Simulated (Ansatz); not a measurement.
Gas-phase electronic energies from Ansatz, PBE0-D4/def2-TZVP geometries. CCSD(T)/CBS is the MP2 limit (def2-TZVPP, def2-QZVPP) plus CCSD(T) − MP2 in def2-TZVPP, frozen cores. This one scheme is used for every species. Functionals use def2-TZVPP. B3LYP here is the variant with VWN-RPA as its local correlation; programs differ in this. Each species was taken in one conformer, which may not be the lowest.

Reaction (formal exchange of groups at a C–C bond): `CCCCl` + `C=CCC` → `C=C(CC)CC` + `CCl`

```tsv
level	ΔE (kJ/mol)	difference from CCSD(T)/CBS
PBE-D4	-1.1	0.0
r2SCAN-D4	-0.5	0.6
PBE0-D4	-1.6	-0.5
BHLYP-D4	-0.4	0.7
CAM-B3LYP-D4	-0.5	0.6
B2PLYP	2.0	3.1
PBE	3.1	4.2
r2SCAN	1.2	2.3
B3LYP	5.1	6.2
CAM-B3LYP	3.5	4.6
CCSD(T)/def2-SVP	1.7	2.8
HF/def2-TZVPP	7.1	8.2
MP2/def2-QZVPP	-3.6	-2.5
SCS-MP2/def2-QZVPP	-1.4	-0.3
HF/CBS(def2)	6.8	7.9
CCSD/CBS(def2)	0.3	1.4
CCSD(T)/CBS	-1.1	0
```

Largest T1 diagnostic among the species: 0.010.

Leaving LDA and LC-ωPBE aside and taking each functional with its dispersion term where it has one, the values, not all of them listed here, spread over 5.5 kJ/mol, from revPBE-D4 to B2PLYP. LDA lies −5.2 kJ/mol from PBE without D4. The D4 term adds −6.2 kJ/mol with B3LYP and −3.9 kJ/mol with PBE0; it sums over pairs of atoms, weighted by their polarisabilities, and B3LYP, whose exchange is more repulsive, gets the larger term.

CCSD(T)/CBS has its own doubt, a few kJ/mol and more with outer-core shells, so smaller differences from it don't rank the levels.
